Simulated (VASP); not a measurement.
Write the native input for VASP 6.6.1 that does the following.

| Quantity | Value |
| --- | --- |
| Task | single point |
| Functional | PBE |
| Potentials or basis | VASP PAW PBE potentials, release 64 (C) |
| Cutoff | 520 eV |
| k mesh | 9 × 9 × 1 |
| Occupations | gaussian, width 0.1 eV |
| Spin | no spin polarisation |
| Dipole correction | yes |
| Further INCAR settings | ALGO = Normal; EDIFF = 1e-07; NBANDS = 11 |

The structure of C lies in POSCAR:

```
C
1.0
    2.4747540000      0.0000000000      0.0000000000
   -1.2373770000      2.1432000000      0.0000000000
    0.0000000000      0.0000000000     18.0000000000
C
2
Direct
    0.3333333300      0.6666666700      0.5000000000
    0.6666666700      0.3333333300      0.5000000000
```

The cell was built by a generator and needn't be a form met in nature.

The input as run:

INCAR

```
ALGO = Normal
DIPOL = 0.5 0.5 0.500
EDIFF = 1E-7
ENCUT = 520
GGA = PE
IDIPOL = 3
ISIF = 2
ISMEAR = 0
LASPH = True
LCHARG = False
LDIPOL = True
LREAL = False
LWAVE = False
NBANDS = 11
NELM = 60
PREC = Accurate
SIGMA = 0.1
```

KPOINTS

```
k-points
0
Gamma
  9 9 1
```

Potentials or basis: VASP PAW PBE potentials, release 64 (C).

Launch:

```bash
$ cat potpaw_PBE.64/C/POTCAR > POTCAR
$ mpirun -np 1 vasp_std > vasp.out
```

Results of the run:

The band gap on the k mesh is none (metal or under the smearing width).

Wall time 24 s on 1 thread of Intel(R) Xeon(R) Platinum 8375C CPU @ 2.90GHz (Ice Lake), with other jobs on the host, peak memory 0.19 GiB.
